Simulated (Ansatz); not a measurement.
# ZnSe (Stilleite) (F-43m) in Ansatz: settings compared

Aim: see how the results for ZnSe (Stilleite) move with the level of theory and the settings. Levels: PBEsol, BLYP+D4, PBE, LDA. Tasks: Born charges and dielectric tensor, elastic constants.

Program: Ansatz 0.2.0. These are calculated values, not measurements. Logs are shortened: lines on timing, memory, paths and dates and some standing lists are left out, and cuts for length are marked.

**Measured values to compare with.**

From “Alloy Disordering Effects on the Thermal Conductivity and Energy Gap Temperature Dependence of Cd1−xZnxSe Ternary Crystals Grown by the Bridgman Method”, 2023, pmc:10253836, for a bulk crystal of ZnSe at 300 K: band gap 2.695 ± 0.003 eV (an exciton energy, a little under the gap).

From a printed reference work, textbook, for a bulk crystal of ZnSe: high-frequency dielectric constant 5.9.

The runs below are set against these values where they give the same quantity.

## Step 1: The crystal as given

Symmetry: F-43m, No. 216, cubic system. Conventional cell: a = 5.668 Å, b = 5.668 Å, c = 5.668 Å, α = 90.00°, β = 90.00°, γ = 90.00°. Around Se (site symmetry -43m) lie 4 Zn at 2.45 Å. Zn (site symmetry -43m) has 4 Se at 2.45 Å as nearest neighbours.

## Step 2: Born charges and dielectric tensor, PBEsol

Input file input.yaml:

```yaml
crystal:
  lattice:
    - [0.0, 2.8338, 2.8338]
    - [2.8338, 0.0, 2.8338]
    - [2.8338, 2.8338, 0.0]
  atoms:
    - { symbol: Se, position: [0.75, 0.75, 0.75] }
    - { symbol: Zn, position: [0.0, 0.0, 0.0] }
hamiltonian:
  xc: pbesol
  pseudopotentials: { kind: paw }
kpoints:
  mp_grid: { grid: [8, 8, 8] }
scf:
  occupations: { method: fixed }
output:
  eigenvalues: true
dielectric:
  method: response
```

Potentials or basis: Ansatz PAW.

Launch:

```sh
ansatz run input.yaml --threads 2 --pin off --max-ram 5632MiB --backend cpu --events-out ev --progress --plain --runs-dir out
```

What it wrote:

```text
Warning: RAYON_NUM_THREADS=2 ignored (pool sized by the plan → 2); use --threads N
Engine: ansatz 0.2.0, x86_64-unknown-linux-gnu
Pseudopotentials: kind: paw
Pseudopotential: Se, paw, valence charge 16, recommended cutoff 420 eV (normal), Se.paw.azcp
Pseudopotential: Zn, paw, valence charge 12, recommended cutoff 420 eV (normal), Zn.paw.azcp
Functional definition: PBEsol
  exchange = pbesol_x
  correlation = pbesol_c
Crystal: 2 atoms, lattice volume = 45.513 Å³
Basis set: ecut = 420 eV, 893 PW (Γ), exchange–correlation on 54×54×54 points (8 copies of the dense FFT grid, shifted against one another)
Bands: 18, of which v1, the nominal top of the filled ones, is band 14 counted from 1 (13 counted from 0)
Symmetry: 24 space group operations
k-points: 95 of 512 (irreducible under 4 space group operations, time reversal used)
Non-local potential: Se, projectors of the file, l = 0: 2, l = 1: 2, l = 2: 3, l = 3: 1
Non-local potential: Zn, projectors of the file, l = 0: 2, l = 1: 2, l = 2: 3, l = 3: 1
PAW form: soft (Blöchl's): semilocal exchange-correlation on the pseudo side does not see the compensation charge
PAW frozen core: Se, regenerated for the run's functional, and the local potential with it (the file was generated under x = pbe(κ = 0.804, μ = 0.2195149727645171), c = pbe(β = 0.06672455060314922))
PAW frozen core: Zn, regenerated for the run's functional, and the local potential with it (the file was generated under x = pbe(κ = 0.804, μ = 0.2195149727645171), c = pbe(β = 0.06672455060314922))
PAW one-centre angular grid: Se, 590 points (default); XC on 64 Gauss nodes
PAW one-centre angular grid: Zn, 590 points (default); XC on 64 Gauss nodes
Initial density: superposition of atomic densities (neutral atoms: chi_scale 0, normalization atom), corrected by the library's trained network
Initial wavefunctions: pseudopotential atomic-orbital guess
Functional: x = pbesol(κ = 0.804, μ = 0.12345679012345678), c = pbesol(β = 0.046)
SCF iter   1: F=—  HF=-8706.454010 eV  |F-HF|=—  |Δ(HF+E_count)|=         —  Δρ=3.87e-3  dr2=6.82e-3  ethr=1.77e-3  ⟨swp⟩=5.0  Hψ=7841  notcnv=0  defer=180
preconditioner: auto → none  [insulator: Δε(μ)=1.137 eV  Ē_g=11.813 eV  n_scr=14 (ndim 8)  ℏωp=23.4 eV  f_vac=0.121  ε∞_Penn≈4.9]
SCF iter   2: F=—  HF=-8706.451626 eV  |F-HF|=—  |Δ(HF+E_count)|=   2.38e-3  Δρ=9.71e-4  dr2=2.60e-4  ethr=2.44e-5  ⟨swp⟩=2.0  Hψ=3496  notcnv=0  defer=182
SCF iter   3: F=—  HF=-8706.451590 eV  |F-HF|=—  |Δ(HF+E_count)|=   3.59e-5  Δρ=7.83e-4  dr2=1.61e-4  ethr=9.29e-7  ⟨swp⟩=2.0  Hψ=2668  notcnv=0  defer=182
SCF iter   4: F=—  HF=-8706.451572 eV  |F-HF|=—  |Δ(HF+E_count)|=   1.82e-5  Δρ=2.44e-4  dr2=1.80e-5  ethr=5.74e-7  ⟨swp⟩=2.0  Hψ=2366  notcnv=0  defer=37
SCF iter   5: F=—  HF=-8706.451580 eV  |F-HF|=—  |Δ(HF+E_count)|=   8.12e-6  Δρ=5.59e-5  dr2=8.78e-7  ethr=6.44e-8  ⟨swp⟩=2.0  Hψ=1993  notcnv=0
SCF iter   6: F=—  HF=-8706.451580 eV  |F-HF|=—  |Δ(HF+E_count)|=   5.53e-8  Δρ=7.72e-6  dr2=1.82e-8  ethr=3.14e-9  ⟨swp⟩=2.0  Hψ=2542  notcnv=0
SCF iter   7: F=—  HF=-8706.451580 eV  |F-HF|=—  |Δ(HF+E_count)|=   2.36e-8  Δρ=9.04e-7  dr2=3.52e-10  ethr=6.50e-11  ⟨swp⟩=2.0  Hψ=3040  notcnv=0
SCF iter   8: F=-8706.451580 eV  HF=-8706.451580 eV  |F-HF|=0.00e0  |Δ(HF+E_count)|=  6.22e-10  Δρ=1.40e-7  dr2=4.24e-12  ethr=1.00e-12  ⟨swp⟩=4.0  Hψ=5420  notcnv=0
SCF 1 converged in 8 iterations: F = -8706.451580 eV  dr2 = 4.24e-12
DFPT response loops at Γ: preconditioner auto → none (the input reference at scf.mixing.eps_inf says where Resta's filter doesn't serve); β = 0.50; Broyden in place of MSR1
── the response to a field inside a basis, on 10×10×10 k-points: an SCF that follows is theirs, and a resumed run solves both again ──
Bands: 15, of which v1, the nominal top of the filled ones, is band 14 counted from 1 (13 counted from 0)
k-points: 110
Initial density: handed on by an earlier stage of this run
Initial wavefunctions: pseudopotential atomic-orbital guess (no wavefunctions were taken with the density)
Eigensolver: Dense (110 Hₖ)
SCF iter   1: F=—  HF=-8706.450752 eV  |F-HF|=—  |Δ(HF+E_count)|=         —  Δρ=1.53e-4  dr2=4.98e-6  ethr=1.00e-1
preconditioner: auto → none  [insulator: Δε(μ)=1.254 eV  Ē_g=9.431 eV  n_scr=14 (ndim 8)  ℏωp=23.4 eV  f_vac=0.111  ε∞_Penn≈7.1]
SCF iter   2: F=—  HF=-8706.450749 eV  |F-HF|=—  |Δ(HF+E_count)|=   2.50e-6  Δρ=1.76e-4  dr2=6.59e-6  ethr=1.78e-8
SCF iter   3: F=—  HF=-8706.450751 eV  |F-HF|=—  |Δ(HF+E_count)|=   1.24e-6  Δρ=7.23e-5  dr2=1.76e-6  ethr=1.78e-8
SCF iter   4: F=-8706.450749 eV  HF=-8706.450749 eV  |F-HF|=6.14e-8  |Δ(HF+E_count)|=   1.41e-6  Δρ=1.68e-5  dr2=7.34e-8  ethr=6.30e-9
SCF 1 converged in 4 iterations: F = -8706.450749 eV  dr2 = 7.34e-8
DFPT response loops at Γ: mixed as the last ones told, above
SCF converged after 8 iterations
Free energy (F): -8706.451580 eV
Harris-Foulkes:  -8706.451580 eV  (|F-HF|=0.00e0)
Internal energy: -8706.451580 eV  (E = F + TS)
E sigma→0 (E₀):  -8706.451580 eV
Fermi energy:    6.646987 eV
--- Per-component energies (eV) ---
  E_band       = -386.105117
  E_kinetic    = 249.971514
  E_local      = -4394.671237  (includes V_loc(G=0)·N_el)
  E_nonlocal   = 22.782147
  E_hartree    = 2032.465132
  E_xc         = -238.887321
  E_vxc        = -150.464589  (∫ρ·V_xc dr)
  E_paw        = -3658.973887  (= ΣΔE_a)
  E_vpaw       = -178.652220  (= ΣTr[D̂ρ^β])
  E_aug_tail   = -0.000888  (compensation charges beyond the density's cutoff)
  E_ewald      = -2720.942845
  E_core_change = 1.805805  (= ΣΔE_core)
  E_smearing   = -0.000000  (= −TS)
  E_closure    = -0.000000  (closes the sum)
  Σ components = -8706.451580   (vs F -8706.451580, Δ=0.00e0)
--- Band table (eV; the first three rows and the last of 95) ---
  k-point 0: bands = ["-40.2643", "-40.2643", "-40.2643", "-40.2598", "-40.2598", "-6.6408", "0.0911", "0.0911", "0.0911", "0.4627", "0.4627", "6.6470", "6.6470", "6.6470", "7.8143", "12.3924", "12.3924", "12.3924"]
  k-point 1: bands = ["-40.2643", "-40.2643", "-40.2643", "-40.2598", "-40.2598", "-6.5394", "0.0970", "0.1070", "0.1070", "0.4612", "0.4612", "5.2985", "6.4934", "6.4934", "8.8289", "12.3132", "12.6475", "12.6475"]
  k-point 2: bands = ["-40.2643", "-40.2642", "-40.2642", "-40.2598", "-40.2598", "-6.2758", "0.1419", "0.1419", "0.1497", "0.4626", "0.4626", "3.5652", "6.1660", "6.1660", "9.3025", "13.0244", "13.0244", "13.1056"]
  k-point 94: bands = ["-40.2643", "-40.2642", "-40.2640", "-40.2598", "-40.2597", "-5.5693", "0.2062", "0.2985", "0.4287", "0.4322", "0.7632", "1.9314", "3.8518", "3.9467", "12.0097", "12.1666", "13.5156", "14.2334"]
--- Dielectric response (ions clamped): 3 representative field directions + reference, inside a basis on a mesh of 1000 k-points (Σ response iterations 15) ---
  ε∞ (high-frequency dielectric tensor):
        7.490879     0.000000    -0.000000
        0.000000     7.490879     0.000000
       -0.000000     0.000000     7.490879
  Born effective charges Z* (e; rows j = field, columns β = displacement):
    site 0:
        -2.04704    0.00000   -0.00000
         0.00000   -2.04704    0.00000
         0.00000   -0.00000   -2.04704
    site 1:
         2.04704   -0.00000    0.00000
        -0.00000    2.04704   -0.00000
        -0.00000    0.00000    2.04704
  Z* charge neutrality: 1.354e-4 e pre-enforcement
  solved inside a basis spanned on kpoints, on 10×10×10 k-points transformed towards the longest dipole: ε∞ is read to err by 2.0e-2, Z* by 1.7e-2 e (field_mesh: kpoints solves on kpoints); Z* is corrected for what the basis lacks
```

Wall time 49 s (2 threads of Intel Xeon at 2.70GHz, shared host); peak memory 0.73 GiB.

What came out:

| Property | Result |
| --- | --- |
| Free energy | -8706.4516 eV |
| Band gap on the k mesh | 1.17 eV, direct |
| Electronic dielectric tensor (diagonal) | 7.49 |
| Born charges (mean of the diagonal) | Se -2.05; Zn +2.05 e |

Electronic dielectric tensor:
```
7.49 0.00 0.00
0.00 7.49 0.00
0.00 0.00 7.49
```

Born effective charge tensors (e):
atom 1, Se
```
-2.05  0.00  0.00
 0.00 -2.05  0.00
 0.00  0.00 -2.05
```
atom 2, Zn
```
2.05 0.00 0.00
0.00 2.05 0.00
0.00 0.00 2.05
```

Caveat: the PAW data sets come from PBE, with cores solved anew for the run's functional, which leaves a small shift of forces and pressure.

## Step 3: Born charges and dielectric tensor, BLYP+D4

input.yaml: that of step 2 with these lines changed.

```diff
@@ -9,4 +9,5 @@
 hamiltonian:
-  xc: pbesol
+  xc: blyp
   pseudopotentials: { kind: paw }
+  dispersion: d4
 kpoints:
```

Potentials or basis: Ansatz PAW.

Launch:

```sh
ansatz run input.yaml --threads 2 --pin off --max-ram 5632MiB --backend cpu --events-out ev --progress --plain --runs-dir out
```

What it wrote:

```text
Warning: RAYON_NUM_THREADS=2 ignored (pool sized by the plan → 2); use --threads N
[... 4 set-up lines as earlier in the session ...]
Functional definition: BLYP
  parameter beta = 0.0042
  parameter a = 0.04918
  parameter b = 0.132
  parameter c = 0.2533
  parameter d = 0.349
  exchange = b88_x(beta = beta)
  correlation = lyp_c(a = a, b = b, c = c, d = d)
Crystal: 2 atoms, lattice volume = 45.513 Å³
Basis set: ecut = 420 eV, 893 PW (Γ), exchange–correlation on 54×54×54 points (8 copies of the dense FFT grid, shifted against one another)
Bands: 18, of which v1, the nominal top of the filled ones, is band 14 counted from 1 (13 counted from 0)
[... 1 set-up line as earlier in the session ...]
k-points: 95 of 512 (irreducible under 4 space group operations, time reversal used)
[... 6 set-up lines as earlier in the session ...]
[... 40 lines left out ...]
  E_hartree    = 2039.080146
  E_xc         = -239.546014
  E_vxc        = -147.375916  (∫ρ·V_xc dr)
  E_paw        = -3762.968387  (= ΣΔE_a)
  E_vpaw       = -176.774840  (= ΣTr[D̂ρ^β])
  E_aug_tail   = -0.000909  (compensation charges beyond the density's cutoff)
  E_ewald      = -2720.942845
  E_disp       = -1.200971  (pairwise vdW)
  E_core_change = 0.195733  (= ΣΔE_core)
  E_smearing   = -0.000000  (= −TS)
  E_closure    = 0.000000  (closes the sum)
  Σ components = -8811.345729   (vs F -8811.345729, Δ=0.00e0)
--- Band table (eV; the first three rows and the last of 95) ---
  k-point 0: bands = ["-39.6791", "-39.6791", "-39.6791", "-39.6742", "-39.6742", "-6.1420", "0.5040", "0.5040", "0.5040", "0.8617", "0.8617", "7.1462", "7.1462", "7.1462", "8.3807", "13.0101", "13.0101", "13.0101"]
  k-point 1: bands = ["-39.6791", "-39.6791", "-39.6791", "-39.6742", "-39.6742", "-6.0436", "0.5135", "0.5195", "0.5195", "0.8604", "0.8604", "5.8241", "6.9968", "6.9968", "9.3746", "12.9620", "13.2593", "13.2593"]
  k-point 2: bands = ["-39.6791", "-39.6790", "-39.6790", "-39.6742", "-39.6742", "-5.7886", "0.5535", "0.5535", "0.5751", "0.8619", "0.8619", "4.1052", "6.6768", "6.6768", "9.8639", "13.6398", "13.6398", "13.7776"]
  k-point 94: bands = ["-39.6790", "-39.6790", "-39.6787", "-39.6742", "-39.6741", "-5.1087", "0.6262", "0.7036", "0.8326", "0.8343", "1.1568", "2.4644", "4.4326", "4.5456", "12.6180", "12.7769", "14.1646", "15.0281"]
--- Dielectric response (ions clamped): 3 representative field directions + reference, inside a basis on a mesh of 1000 k-points (Σ response iterations 15) ---
  ε∞ (high-frequency dielectric tensor):
        7.260594    -0.000000    -0.000000
       -0.000000     7.260594     0.000000
       -0.000000     0.000000     7.260594
  Born effective charges Z* (e; rows j = field, columns β = displacement):
    site 0:
        -2.08069   -0.00000    0.00000
        -0.00000   -2.08069   -0.00000
        -0.00000   -0.00000   -2.08069
    site 1:
         2.08069    0.00000   -0.00000
         0.00000    2.08069    0.00000
         0.00000    0.00000    2.08069
  Z* charge neutrality: 1.222e-4 e pre-enforcement
  solved inside a basis spanned on kpoints, on 10×10×10 k-points transformed towards the longest dipole: ε∞ is read to err by 2.0e-2, Z* by 1.6e-2 e (field_mesh: kpoints solves on kpoints); Z* is corrected for what the basis lacks
```

Wall time 51 s (2 threads of Intel Xeon at 2.70GHz, shared host); peak memory 0.73 GiB.

What came out:

- Free energy: -8811.3457 eV
- Band gap on the k mesh: 1.23 eV, direct
- Electronic dielectric tensor (diagonal): 7.26
- Born charges (mean of the diagonal): Se -2.08; Zn +2.08 e

Levels at points of the mesh, in eV from the valence-band top:
```tsv
k point	band 12	band 13	band 14	band 15	band 16	band 17
(0.00, 0.00, 0.00)	0.00	0.00	0.00	1.23	5.86	5.86
(0.00, 0.00, -0.50)	-5.18	-0.86	-0.86	2.53	6.47	6.47
(0.00, -0.50, -0.50)	-4.76	-2.15	-2.15	3.15	3.50	10.78
(-0.50, 0.00, 0.00)	-5.18	-0.86	-0.86	2.53	6.47	6.47
(-0.50, 0.00, -0.50)	-4.76	-2.15	-2.15	3.15	3.50	10.78
```

Electronic dielectric tensor:
```
7.26 0.00 0.00
0.00 7.26 0.00
0.00 0.00 7.26
```

Born effective charge tensors (e):
atom 1, Se
```
-2.08  0.00  0.00
 0.00 -2.08  0.00
 0.00  0.00 -2.08
```
atom 2, Zn
```
2.08 0.00 0.00
0.00 2.08 0.00
0.00 0.00 2.08
```

Caveat: the PAW data sets come from PBE, with cores solved anew for the run's functional, which leaves a small shift of forces and pressure.

## Step 4: Elastic constants, PBE

Input file input.yaml:

```yaml
crystal:
  lattice:
    - [0.0, 2.8338, 2.8338]
    - [2.8338, 0.0, 2.8338]
    - [2.8338, 2.8338, 0.0]
  atoms:
    - { symbol: Se, position: [0.75, 0.75, 0.75] }
    - { symbol: Zn, position: [0.0, 0.0, 0.0] }
hamiltonian:
  xc: pbe
  pseudopotentials: { kind: paw }
kpoints:
  mp_grid: { grid: [6, 6, 6] }
scf:
  occupations: { method: fixed }
output:
  forces: true
  stress: true
elastic:
  mode: relaxed_ion
  stencil: two_point
```

Launch:

```sh
ansatz run input.yaml --threads 2 --pin off --max-ram 5632MiB --backend cpu --events-out ev --progress --plain --runs-dir out
```

It took 25 s on 2 threads of Intel Xeon at 2.70GHz, shared host; peak memory 0.41 GiB.

The run converged. Its results:

- Free energy: -8789.5211 eV
- Pressure: 2.1 GPa
- Band gap on the k mesh: 1.29 eV, direct
- Elastic constants C11, C12, C44: 89, 55, 38 GPa
- Voigt bulk modulus: 66 GPa

Levels at points of the mesh, in eV from the valence-band top:
```tsv
k point	band 12	band 13	band 14	band 15	band 16	band 17
(0.00, 0.00, 0.00)	0.00	0.00	0.00	1.29	5.81	5.81
(0.00, 0.00, -0.50)	-5.23	-0.87	-0.87	2.54	6.39	6.39
(0.00, -0.50, -0.50)	-4.75	-2.19	-2.19	2.99	3.46	10.73
```

Elastic tensor in Voigt notation (GPa, in the Cartesian axes of the cell as first typed):
```
89 55 55  0  0  0
55 89 55  0  0  0
55 55 89  0  0  0
 0  0  0 38  0  0
 0  0  0  0 38  0
 0  0  0  0  0 38
```

## Step 5: Born charges and dielectric tensor, PBE

input.yaml: that of step 4 with these lines changed.

```diff
@@ -12,3 +12,3 @@
 kpoints:
-  mp_grid: { grid: [6, 6, 6] }
+  mp_grid: { grid: [8, 8, 8] }
 scf:
@@ -16,6 +16,4 @@
 output:
-  forces: true
-  stress: true
-elastic:
-  mode: relaxed_ion
-  stencil: two_point
+  eigenvalues: true
+dielectric:
+  method: response
```

Potentials or basis: Ansatz PAW.

Launch:

```sh
ansatz run input.yaml --threads 2 --pin off --max-ram 5632MiB --backend cpu --events-out ev --progress --plain --runs-dir out
```

What it wrote:

```text
Warning: RAYON_NUM_THREADS=2 ignored (pool sized by the plan → 2); use --threads N
[... 4 set-up lines as earlier in the session ...]
Functional definition: PBE
  parameter kappa = 0.804
  parameter beta = 0.06672455060314922
  exchange = pbe_x(kappa = kappa, mu = beta*pi^2/3)
  correlation = pbe_c(beta = beta)
Crystal: 2 atoms, lattice volume = 45.513 Å³
Basis set: ecut = 420 eV, 893 PW (Γ), exchange–correlation on 54×54×54 points (8 copies of the dense FFT grid, shifted against one another)
Bands: 18, of which v1, the nominal top of the filled ones, is band 14 counted from 1 (13 counted from 0)
[... 1 set-up line as earlier in the session ...]
k-points: 95 of 512 (irreducible under 4 space group operations, time reversal used)
[... 2 set-up lines as earlier in the session ...]
[... 55 lines left out ...]
  k-point 2: bands = ["-40.0720", "-40.0720", "-40.0720", "-40.0676", "-40.0676", "-6.1219", "0.2906", "0.2906", "0.3022", "0.6113", "0.6113", "3.7350", "6.3019", "6.3019", "9.5267", "13.2210", "13.2210", "13.3432"]
  k-point 94: bands = ["-40.0720", "-40.0719", "-40.0717", "-40.0676", "-40.0675", "-5.4220", "0.3574", "0.4476", "0.5782", "0.5813", "0.9107", "2.0961", "4.0183", "4.1172", "12.2610", "12.3314", "13.7485", "14.4918"]
--- Dielectric response (ions clamped): 3 representative field directions + reference, inside a basis on a mesh of 1000 k-points (Σ response iterations 15) ---
  ε∞ (high-frequency dielectric tensor):
        7.265814     0.000000    -0.000000
        0.000000     7.265814     0.000000
       -0.000000     0.000000     7.265814
  Born effective charges Z* (e; rows j = field, columns β = displacement):
    site 0:
        -2.05301   -0.00000   -0.00000
        -0.00000   -2.05301   -0.00000
         0.00000   -0.00000   -2.05301
    site 1:
         2.05301    0.00000    0.00000
         0.00000    2.05301    0.00000
        -0.00000    0.00000    2.05301
  Z* charge neutrality: 1.016e-5 e pre-enforcement
  solved inside a basis spanned on kpoints, on 10×10×10 k-points transformed towards the longest dipole: ε∞ is read to err by 1.9e-2, Z* by 1.6e-2 e (field_mesh: kpoints solves on kpoints); Z* is corrected for what the basis lacks
```

Run time: 46 s. Hardware: 2 threads of Intel Xeon at 2.70GHz, shared host; peak memory 0.73 GiB.

What came out:

```
Free energy                             : -8789.5263 eV
Band gap on the k mesh                  : 1.29 eV, direct
Electronic dielectric tensor (diagonal) : 7.27
Born charges (mean of the diagonal)     : Se -2.05; Zn +2.05 e
```

Electronic dielectric tensor:
```
7.27 0.00 0.00
0.00 7.27 0.00
0.00 0.00 7.27
```

Born effective charge tensors (e):
atom 1, Se
```
-2.05  0.00  0.00
 0.00 -2.05  0.00
 0.00  0.00 -2.05
```
atom 2, Zn
```
2.05 0.00 0.00
0.00 2.05 0.00
0.00 0.00 2.05
```

(Continued in part 2 of 2.)
